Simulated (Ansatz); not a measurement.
This is a one-shot G0W0 calculation with Ansatz 0.2.0 on MgS built on the wurtzite prototype; the level of theory is G0W0@PBE with 341 empty bands, a screening cutoff of 140 eV and a 6×6×2 mesh. Cell and atoms come from a relaxation with r2SCAN.

```yaml
crystal:
  lattice:
    - [4.0286256259, 0.0, 0.0]
    - [-2.014312813, 3.4888921344, 0.0]
    - [0.0, 0.0, 6.4543928125]
  atoms:
    - { symbol: Mg, position: [0.3333333333, 0.6666666667, -0.0028727181] }
    - { symbol: Mg, position: [0.6666666667, 0.3333333333, 0.4971272819] }
    - { symbol: S, position: [0.3333333333, 0.6666666667, 0.3778727181] }
    - { symbol: S, position: [0.6666666667, 0.3333333333, 0.8778727181] }
kpoints:
  mp_grid: { grid: [6, 6, 2] }
hamiltonian:
  xc: pbe
scf:
  occupations: { method: fixed }
gw:
  n_empty_bands: 341
  ecut_chi: 140
  qp_bands: [v2, c2]
  qp_kpoints: band_edges
  screening: { model: contour_deformation }
```

In the abridged output below, numbers in square brackets stand for lines, or ends of lines, that were taken out.
```
Pseudopotential: Mg, paw, valence charge 10, recommended cutoff 420 eV (normal)
Pseudopotential: S, paw, valence charge 6, recommended cutoff 420 eV (normal)
Functional definition: PBE
Crystal: 4 atoms, lattice volume = 90.719 Å³
[1]
Bands: 20, of which v1, the nominal top of the filled ones, is band 16 counted from 1 (15 counted from 0)
[2]
Free energy (F): -5657.470214 eV
Fermi energy:    3.229226 eV
--- Band table (eV; the first three rows and the last of 14) ---
  k-point 0: bands = […, 0.0350, 2.7085, 2.7085, 3.1168, 3.1168, 3.2292, 6.7020, 7.9693, 10.7526, 10.7526]
  k-point 1: bands = […, 1.3330, 1.3330, 2.9058, 2.9058, 2.9058, 2.9058, 8.1806, 8.1806, 10.8437, 10.8437]
  k-point 2: bands = […, 0.2474, 1.9481, 2.3333, 2.5042, 3.0506, 3.1194, 7.6395, 8.7149, 10.2038, 10.6793]
  k-point 13: bands = […, 0.4745, 0.4745, 1.2804, 1.2804, 2.7195, 2.7195, 9.0343, 9.0343, 9.6313, 9.6313]
--- G₀W₀: contour deformation, 6 samples at zero and on the imaginary axis and 1 off it, 72 q-points, 341 empty bands' worth ---
    ik  band        ε_KS         Σx   Σc(E_QP)       V_xc       Z   E_QP_lin       E_QP  E_QP is
     0    15      3.1168   -18.0836     1.9791   -14.9052  0.7700     1.8984     1.9176  root
     0    16      3.2292  [3]
     0    17      6.7020    -6.4989    -3.5320   -10.3974  0.8154     7.0698     7.0685  root
     0    18      7.9693    -5.7447    -3.6969    -9.9773  0.8141     8.5079     8.5050  root
     1    15      2.9058   -18.0305     2.0658   -14.7383  0.7684     1.6584     1.6794  root
     1    16      2.9058  [4]
     1    17      8.1806  [5]
     1    18      8.1806    -6.4721    -3.7327   -10.6914  0.8086     8.6697     8.6672  root
     2    15      3.0506   -18.1029     2.0129   -14.8816  0.7693     1.8225     1.8423  root
     2    16      3.1194   -18.1316     2.0444   -14.8757  0.7684     1.8877     1.9080  root
     2    17      7.6395    -7.0610    -3.6325   -11.1103  0.8074     8.0580     8.0563  root
     2    18      8.7149    -5.9315    -3.8177   -10.3300  0.8082     9.2995     9.2957  root
     3    15      2.7612   -17.9207     2.1089   -14.5706  0.7675     1.4980     1.5201  root
     3    16      2.7612   -17.9207     2.1089   -14.5706  0.7675     1.4980     1.5201  root
     3    17      8.7851  [6]
     3    18      8.7851    -6.2782    -3.8144   -10.5720  0.8040     9.2672     9.2645  root
     4    15      2.7378   -17.7665     2.1262   -14.3976  0.7668     1.4726     1.4951  root
     4    16      2.8847  [7]
     4    17      8.2979    -4.9339    -3.6327    -9.0226  0.8140     8.7561     8.7539  root
     4    18      8.7102    -5.7079    -3.8300   -10.0689  0.8075     9.2442     9.2410  root
     5    15      2.5023   -17.7718     2.1939   -14.3095  0.7656     1.2099     1.2339  root
     5    16      2.5023   -17.7718     2.1939   -14.3095  0.7656     1.2099     1.2339  root
     5    17      8.2519  [8]
     5    18      8.2519    -4.9362    -3.6381    -8.9992  0.8131     8.6787     8.6768  root
     6    15      2.3189   -17.2488     2.2077   -13.7681  0.7650     1.0208     1.0458  root
     6    16      2.7989   -18.0318     2.1161   -14.6762  0.7673     1.5376     1.5595  root
     6    17      8.0039    -4.5709    -3.5633    -8.5840  0.8177     8.4558     8.4537  root
     6    18      8.4487    -4.7744    -3.6403    -8.8282  0.8110     8.8641     8.8622  root
     7    15      2.4415  [9]
     7    16      2.4415   -17.6775     2.2328   -14.1700  0.7643     1.1420     1.1669  root
     7    17      7.9006    -4.8051    -3.5679    -8.7779  0.8157     8.3071     8.3054  root
     7    18      7.9006    -4.8051    -3.5679    -8.7779  0.8157     8.3071     8.3054  root
     8    15      2.7190   -17.8128     2.1154   -14.4532  0.7672     1.4524     1.4748  root
     8    16      2.8757   -17.9327     2.1007   -14.5994  0.7673     1.6214     1.6432  root
     8    17      8.7608  [10]
     8    18      9.4488    -4.8012    -3.8641    -9.1621  0.8044     9.9487     9.9456  root
  […]
```

The points are ik 0 = (0, 0, 0) (Γ), ik 1 = (0, 0, -1/2), ik 2 = (0, 1/6, 0), ik 3 = (0, 1/6, -1/2), ik 4 = (0, 1/3, 0), ik 5 = (0, 1/3, -1/2), ik 6 = (0, -1/2, 0), ik 7 = (0, -1/2, -1/2), ik 8 = (1/6, 1/6, 0), ik 11 = (1/6, 1/3, -1/2), ik 12 = (1/3, 1/3, 0), ik 13 = (1/3, 1/3, -1/2); band 16 is the last filled one.

Q: What stood in the gaps? They hold quasiparticle rows, cutoff and plane waves at Γ, the symmetry found.

A:
```
[1]
Basis set: ecut = 420 eV, 1785 PW (Γ)
[2]
Symmetry: 12 space group operations
Space group: P63mc (ITA 186)
[3]
     0    16      3.2292   -18.2028     2.0193   -14.9815  0.7689     2.0077     2.0273  root
[4]
     1    16      2.9058   -18.0305     2.0658   -14.7383  0.7684     1.6584     1.6794  root
[5]
     1    17      8.1806    -6.4721    -3.7327   -10.6914  0.8086     8.6697     8.6672  root
[6]
     3    17      8.7851    -6.2782    -3.8144   -10.5720  0.8040     9.2672     9.2645  root
[7]
     4    16      2.8847   -18.0592     2.0825   -14.7475  0.7679     1.6344     1.6556  root
[8]
     5    17      8.2519    -4.9362    -3.6381    -8.9992  0.8131     8.6787     8.6768  root
[9]
     7    15      2.4415   -17.6775     2.2328   -14.1700  0.7643     1.1420     1.1669  root
[10]
     8    17      8.7608    -6.9547    -3.8783   -11.3247  0.7995     9.2553     9.2525  root
```
Only the leading digits can be foreseen; the rest is this run's record.

Over the mesh points the PBE gap of 3.47 eV becomes a quasiparticle gap of 5.04 eV (direct at Γ), a change of +1.57 eV. Renormalisation factors Z lie between 0.76 and 0.82. No extrapolation in bands, cutoff or mesh was made for G0W0.

Run as `ansatz run input.yaml --threads 2 --pin off --max-ram 3686MiB --backend cpu --events-out ev --progress --plain --runs-dir out`. It took 5.7 min on 2 threads of Arm Neoverse V1 (shared host); peak host memory 1 GiB.

The calculation is spin-unpolarised, and the structure need not be a phase that has been made.
